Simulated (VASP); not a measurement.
Runs of VASP 6.6.1 on MnAs. It takes space group Pm-3m (No. 221, cubic). The conventional cell has a = 3.362 Å, b = 3.362 Å, c = 3.362 Å, α = 90.00°, β = 90.00°, γ = 90.00°. Mn (site symmetry m-3m) has 8 As at 2.91 Å as nearest neighbours. As (site symmetry m-3m) is surrounded by 8 Mn at 2.91 Å. The cell was built by a generator and needn't be a form met in nature.

```csv
task,level,cell,cutoff (eV),smearing,gap on the mesh (eV),pressure (GPa),moment (μB),relaxed volume (Å³/atom)
single point,r2SCAN,as given,520,fermi-dirac 0.05 eV,none,-7.2,3.94,-
single point,PBE,as given,520,fermi-dirac 0.05 eV,none,-10.2,(b),-
relaxation of cell and atoms,r2SCAN,relaxed,600,gaussian 0.05 eV,none,0.0,3.71,(a)
relaxation of cell and atoms,r2SCAN+D3(BJ),relaxed,600,gaussian 0.05 eV,none,0.0,3.71,16.31
```

Alike in all rows: potentials or basis VASP PAW PBE potentials, release 64 (Mn_pv, As); spin collinear, ferromagnetic start; k mesh 8 × 8 × 8.

Question: Fill in the values left out.

Answer: (a) 16.61; (b) 3.68.

Caveats: a cell with one magnetic atom can't hold antiferromagnetic order, which such compounds often take; the PAW data sets were made with another functional, which shifts forces and pressure a little (some runs); pairwise dispersion overbinds metals, which lowers pressure and volume (some runs).

A k mesh can miss the band edges, and the runs leave out spin-orbit coupling on As.

A gap of «none» marks a metal or a gap under the smearing width.

Not every run made on this cell is shown here.
